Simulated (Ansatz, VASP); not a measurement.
**InAs in VASP and in Ansatz**

```
CELL_PARAMETERS angstrom
3.57206 0.00000 0.00000
0.00000 3.57206 0.00000
0.00000 0.00000 3.57206
ATOMIC_POSITIONS crystal
In 0.00000 0.00000 0.00000
As 0.50000 0.50000 0.50000
```

Alike in both runs: functional PBE; k mesh 6 × 6 × 6; occupations gaussian, width 0.1 eV; no spin polarisation.

Ansatz relaxed the structure, and its values are those at the end. VASP's run is a single point on that final structure, the one shown.

```csv
,VASP,Ansatz
version,VASP 6.6.1,Ansatz 0.2.0
potentials or method,"VASP PAW PBE potentials, release 64 (In_d, As)","scalar-relativistic, plane waves, PAW"
plane-wave cutoff (eV),520,420
valence electrons in the cell,18,28
```

```csv
,VASP,Ansatz,Ansatz less VASP
gap on the k mesh at the Fermi level (eV),none,none,-
pressure (GPa),0.1,0.1,0.00
```

A gap of «none» marks a metal or a gap that the smearing closes. The two sets of potentials don't hold the same shells in valence.
